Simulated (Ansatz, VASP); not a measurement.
SnSe2: VASP beside Ansatz

File INCAR:

```
SYSTEM = SnSe2
ALGO = Normal
EDIFF = 1E-6
ENCUT = 520
GGA = PE
ISIF = 2
ISMEAR = 0
LASPH = .TRUE.
LCHARG = .FALSE.
LREAL = .FALSE.
LWAVE = .FALSE.
NBANDS = 20
NELM = 80
PREC = Accurate
SIGMA = 0.01
```

KPOINTS

```
k-points
0
G
  3 3 2
  0 0 0
```

POSCAR

```
SnSe2
1.0
    3.8110000000      0.0000000000      0.0000000000
   -1.9055000000      3.3004230000      0.0000000000
    0.0000000000      0.0000000000      6.1360000000
Sn Se
1 2
Direct
    0.0000000000      0.0000000000      0.0000000000
    0.3333333333      0.6666666667      0.2490000000
    0.6666666667      0.3333333333      0.7510000000
```

Input for Ansatz:

```yaml
crystal:
  lattice:
    - [3.811, 0.0, 0.0]
    - [-1.9055, 3.300423, 0.0]
    - [0.0, 0.0, 6.136]
  atoms:
    - { symbol: Sn, position: [0.0, 0.0, 0.0] }
    - { symbol: Se, position: [0.3333333333333333, 0.6666666666666666, 0.249] }
    - { symbol: Se, position: [0.6666666666666666, 0.3333333333333333, 0.751] }
kpoints:
  mp_grid:
    grid: [3, 3, 2]
hamiltonian:
  xc: pbe
scf:
  convergence:
    dr2_threshold: 1.0e-09
  occupations:
    method: fixed
output:
  eigenvalues: true
```

Alike in both runs: task single point; functional PBE; k mesh 3 × 3 × 2; no spin polarisation.

|  | VASP | Ansatz |
| --- | --- | --- |
| version | VASP 6.6.1 | Ansatz 0.2.0 |
| potentials or method | VASP PAW PBE potentials, release 64 (Sn_d, Se) | plane waves, PAW |
| plane-wave cutoff (eV) | 520 | 420 |
| occupations | gaussian, width 0.01 eV | fixed |
| valence electrons in the cell | 26 | 46 |

```csv
,VASP,Ansatz,Ansatz less VASP
gap on the k mesh at the Fermi level (eV),1.07,1.08,+0.012
```

The two sets of potentials don't hold the same shells in valence.

Caveats: the k mesh is coarse (spacing up to 0.63 Å⁻¹), so the values aren't converged; spin-orbit coupling is left out, which moves the levels of the heavy elements; an odd mesh through Γ misses points on the zone boundary, where band edges often lie.
